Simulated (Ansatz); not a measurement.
# ZnCu: properties at the relaxed cell

One table from this session's results is given with a row withheld; the runs are named, their logs left out.

Computed with Ansatz 0.2.0 (DFT PBE, scalar-relativistic, plane waves, PAW, unless a step's input says otherwise).

1 further run of the same task is left out (set aside as unsound or not needed).

### The structure to begin with

Symmetry: Pm-3m, No. 221, cubic system. The conventional cell has a = 2.963 Å, b = 2.963 Å, c = 2.963 Å, α = 90.00°, β = 90.00°, γ = 90.00°. Zn (site symmetry m-3m) is surrounded by 8 Cu at 2.57 Å. Cu (site symmetry m-3m) has 8 Zn at 2.57 Å as nearest neighbours.

Coordinates:

```cif
data_structure
_symmetry_space_group_name_H-M 'P 1'
_symmetry_Int_Tables_number 1
_cell_length_a 2.9632
_cell_length_b 2.9632
_cell_length_c 2.9632
_cell_angle_alpha 90.000
_cell_angle_beta 90.000
_cell_angle_gamma 90.000
_cell_volume 26.02
loop_
_atom_site_label
_atom_site_type_symbol
_atom_site_fract_x
_atom_site_fract_y
_atom_site_fract_z
_atom_site_occupancy
Zn1 Zn 0.50000 0.50000 0.50000 1
Cu1 Cu 0.00000 0.00000 0.00000 1
```

It is the result of an earlier relaxation at this level (volume 13.01 Å³/atom; gap on the mesh: none (metal)).

Set-up of the first run:

File input.yaml:

```yaml
crystal:
  lattice:
    - [2.9631826063, 0.0, 0.0]
    - [0.0, 2.9631826063, 0.0]
    - [0.0, 0.0, 2.9631826063]
  atoms:
    - { symbol: Zn, position: [0.5, 0.5, 0.5] }
    - { symbol: Cu, position: [0.0, 0.0, 0.0] }
basis:
  ecutwfc: 420
kpoints:
  mp_grid: { grid: [14, 14, 14] }
  band_path:
    path:
      - [[0.0, 0.0, 0.0], [0.0, 0.5, 0.0], [0.5, 0.5, 0.0], [0.0, 0.0, 0.0], [0.5, 0.5, 0.5], [0.0, 0.5, 0.0]]
      - [[0.5, 0.5, 0.5], [0.5, 0.5, 0.0]]
    npoints: 14
hamiltonian:
  xc: pbe
scf:
  occupations: { method: gaussian, width: 0.1 }
  n_extra_bands: 6
output:
  forces: true
  stress: true
  eigenvalues: true
  populations: true
  dos: { projected: true, de: 0.02, nscf_kmesh: { grid: [21, 21, 21] } }
  bader: true
  write_density: true
  write_potential: true
  elf: true
  volumetric_format: npy
```

On the command line:

```bash
ansatz run input.yaml --threads 1 --pin off --max-ram 2560MiB --backend cpu --events-out ev --progress --plain --runs-dir out
```

Steps of the session up to this table: Static run: bands, density of states and charges; Volume × 0.97; Point at V/V0 = 1.03; Point at V/V0 = 0.94; The cell scaled to 1.06 of its volume.

One of the session's tables, all rows but one given; the rest of the session is left out.

It belongs to the step «Energy against volume». 

| volume (Å³/atom) | energy above the lowest point (meV/atom) | pressure (GPa) |
| --- | --- | --- |
| 12.228 | 19.1 | 8.35 |
| 12.619 | ? | ? |
| 13.009 | 0.0 | 0.02 |
| 13.399 | 4.0 | -3.15 |
| 13.790 | 15.0 | -5.79 |

Q: Estimate the row for volume (Å³/atom) = 12.619 from the others.

Worked estimate for «energy above the lowest point (meV/atom)». A straight line through the neighbours (12.228, 19.1) and (13.009, 0.0) gives 19.1 + (0.0 − 19.1) × (12.619 − 12.228) / (13.009 − 12.228) = 9.5; a parabola fitted to 3 rows on both sides gives 5.0.

**Answer.** energy above the lowest point (meV/atom): 4.5; pressure (GPa): 3.81. In «energy above the lowest point (meV/atom)» the line misses by +5.0 and the parabola by +0.5.
